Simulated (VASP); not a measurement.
Set up this calculation in VASP 6.6.1, as the native input.

```yaml
Task: band structure
Functional: PBE
Dispersion: D3(BJ)
Potentials_or_basis: VASP PAW PBE potentials, release 64 (S, Pt)
Cutoff: 520 eV
k_mesh: 12 × 12 × 1
Occupations: gaussian, width 0.03 eV
Spin: no spin polarisation
Dipole_correction: yes
Further_INCAR_settings: ALGO = Normal; EDIFF = 1e-06; NBANDS = 56
```

The structure of PtS2 lies in POSCAR:

```
PtS2                                    
1.0
    3.5662252738      0.0000000000      0.0000000000
   -1.7831126368      3.0884416820      0.0000000000
    0.0000000000      0.0000000000     35.4040152000
  S               Pt            
     8     4
Direct
     0.6666666699999979    0.3333333300000021    0.2645892486269328
     0.3333333300000021    0.6666666699999979    0.3334706261641346
     0.6666666699999979    0.3333333300000021    0.3989152587794600
     0.3333333300000021    0.6666666699999979    0.4674652508692050
     0.6666666699999979    0.3333333300000021    0.5325347491307949
     0.3333333300000021    0.6666666699999979    0.6010847412205400
     0.6666666699999979    0.3333333300000021    0.6665293738358725
     0.3333333300000021    0.6666666699999979    0.7354107513730672
     0.0000000000000000    1.0000000000000000    0.2994731552813705
     0.0000000000000000    1.0000000000000000    0.4332006328690290
     0.0000000000000000    0.0000000000000000    0.5667993671309708
     0.0000000000000000    0.0000000000000000    0.7005268447186221
```

The input as run:

INCAR

```
SYSTEM = PtS2
ALGO     = Normal         ! electronic algorithm
DIPOL    = 0.5 0.5 0.500
EDIFF    = 1E-6           ! SCF threshold, eV
ENCUT    = 520            ! plane-wave cutoff, eV
GGA      = PE             ! functional
IDIPOL   = 3            
ISIF     = 2              ! what is computed and relaxed
ISMEAR   = 0              ! smearing method
IVDW     = 12             ! dispersion correction
KPAR     = 4            
LASPH    = .TRUE.         ! aspherical terms in the spheres
LCHARG   = .FALSE.        ! write CHGCAR
LDIPOL   = .TRUE.       
LMAXMIX  = 4              ! l up to which the mixer works
LREAL    = .FALSE.        ! projectors in reciprocal space
LVACPOTAV= .TRUE.       
LVHAR    = .TRUE.       
LWAVE    = .FALSE.        ! write WAVECAR
NBANDS   = 56             ! bands
NELM     = 80             ! most SCF steps
PREC     = Accurate       ! precision mode
SIGMA    = 0.03           ! smearing width, eV
```

KPOINTS

```
k-points
0
G
  12 12 1
  0 0 0
```

KPOINTS_OPT

```
explicit points
67
Reciprocal
 0.0000000000  0.0000000000  0.0000000000 1
 0.0357142900  0.0000000000  0.0000000000 1
 0.0714285700  0.0000000000  0.0000000000 1
 0.1071428600  0.0000000000  0.0000000000 1
 0.1428571400  0.0000000000  0.0000000000 1
 0.1785714300  0.0000000000  0.0000000000 1
 0.2142857100  0.0000000000  0.0000000000 1
 0.2500000000  0.0000000000  0.0000000000 1
 0.2857142900  0.0000000000  0.0000000000 1
 0.3214285700  0.0000000000  0.0000000000 1
 0.3571428600  0.0000000000  0.0000000000 1
 0.3928571400  0.0000000000  0.0000000000 1
 0.4285714300  0.0000000000  0.0000000000 1
 0.4642857100  0.0000000000  0.0000000000 1
 0.5000000000  0.0000000000  0.0000000000 1
 0.4791666700  0.0416666700  0.0000000000 1
 0.4583333300  0.0833333300  0.0000000000 1
 0.4375000000  0.1250000000  0.0000000000 1
 0.4166666700  0.1666666700  0.0000000000 1
 0.3958333300  0.2083333300  0.0000000000 1
 0.3750000000  0.2500000000  0.0000000000 1
 0.3541666700  0.2916666700  0.0000000000 1
 0.3333333300  0.3333333300  0.0000000000 1
 0.3137254900  0.3137254900  0.0000000000 1
 0.2941176500  0.2941176500  0.0000000000 1
 0.2745098000  0.2745098000  0.0000000000 1
 0.2549019600  0.2549019600  0.0000000000 1
 0.2352941200  0.2352941200  0.0000000000 1
 0.2156862700  0.2156862700  0.0000000000 1
 0.1960784300  0.1960784300  0.0000000000 1
 0.1764705900  0.1764705900  0.0000000000 1
 0.1568627500  0.1568627500  0.0000000000 1
 0.1372549000  0.1372549000  0.0000000000 1
 0.1176470600  0.1176470600  0.0000000000 1
 0.0980392200  0.0980392200  0.0000000000 1
 0.0784313700  0.0784313700  0.0000000000 1
 0.0588235300  0.0588235300  0.0000000000 1
 0.0392156900  0.0392156900  0.0000000000 1
 0.0196078400  0.0196078400  0.0000000000 1
 0.0000000000  0.0000000000  0.0000000000 1
 0.0000000000  0.0000000000  0.0000000000 1
 0.0067670100 -0.0033835100  0.0000000000 1
-0.0067670100  0.0033835100  0.0000000000 1
 0.0197371200 -0.0098685600  0.0000000000 1
-0.0197371200  0.0098685600  0.0000000000 1
-0.0000000000  0.0058604100  0.0000000000 1
 0.0000000000 -0.0058604100  0.0000000000 1
-0.0000000000  0.0170928500  0.0000000000 1
 0.0000000000 -0.0170928500  0.0000000000 1
 0.5000000000  0.0000000000  0.0000000000 1
 0.5067670100 -0.0033835100  0.0000000000 1
 0.4932329900  0.0033835100  0.0000000000 1
 0.5197371200 -0.0098685600  0.0000000000 1
 0.4802628800  0.0098685600  0.0000000000 1
 0.5000000000  0.0058604100  0.0000000000 1
 0.5000000000 -0.0058604100  0.0000000000 1
 0.5000000000  0.0170928500  0.0000000000 1
 0.5000000000 -0.0170928500  0.0000000000 1
 0.3333333300  0.3333333300  0.0000000000 1
 0.3401003400  0.3299498200  0.0000000000 1
 0.3265663200  0.3367168400  0.0000000000 1
 0.3530704500  0.3234647700  0.0000000000 1
 0.3135962100  0.3432018900  0.0000000000 1
 0.3333333300  0.3391937400  0.0000000000 1
 0.3333333300  0.3274729200  0.0000000000 1
 0.3333333300  0.3504261800  0.0000000000 1
 0.3333333300  0.3162404800  0.0000000000 1
```

Potentials or basis: VASP PAW PBE potentials, release 64 (S, Pt).

Launch:

```bash
$ cat potpaw_PBE.64/S/POTCAR potpaw_PBE.64/Pt/POTCAR > POTCAR
$ mpirun -np 4 vasp_std > vasp.out
```

Results of the run:

| Property | Result |
| --- | --- |
| Largest force | 0.004 eV/Å |
| Band gap on the k mesh | 0.54 eV, indirect (least direct gap 1.00 eV) |
| Band gap along the path | 0.46 eV, indirect (least direct gap 1.00 eV) |
| Dispersion energy per atom | -0.401 eV |
| Ionisation potential of the upper face | 5.32 eV |

Caveat: spin-orbit coupling is left out, which moves the levels of the heavy elements.

Run time: 4.5 min on 4 MPI ranks on Intel(R) Xeon(R) 6975P-C (Granite Rapids), on a shared host, peak memory 0.72 GiB a rank.
